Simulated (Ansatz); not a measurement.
Runs of Ansatz 0.2.0 on Li. Symmetry: Im-3m, No. 229, cubic system. The conventional cell has a = 3.509 Å, b = 3.509 Å, c = 3.509 Å, α = 90.00°, β = 90.00°, γ = 90.00°. Li (site symmetry m-3m) has 8 Li at 3.04 Å as nearest neighbours. 

```tsv
level	cutoff (eV)	gap on the mesh (eV)	pressure (GPa)	relaxed volume (Å³/atom)
PBEsol	420	none	0.0	20.16
LDA	420	none	0.0	19.02
revPBE	420	none	0.0	(a)
PBE	420	none	0.0	20.17
BLYP	420	none	0.0	20.02
RPBE	420	none	0.0	(b)
r2SCAN	500	none	0.0	20.98
```

Alike in all rows: task relaxation of cell and atoms; potentials or basis Ansatz PAW; no spin polarisation; cell relaxed; k mesh 11 × 11 × 11; smearing fermi-dirac 0.05 eV.

**Question.** Fill in the values left out.

**Answer.** (a) 21.11; (b) 21.04.

Caveats: the plane-wave basis is chosen anew once the cell has moved, so the energies of steps on either side of that aren't comparable; the potentials were made for another functional, which shifts forces and pressure (some runs); the PAW data sets were made with another functional, which shifts forces and pressure a little (some runs).

A gap of «none» marks a metal or a gap under the smearing width.
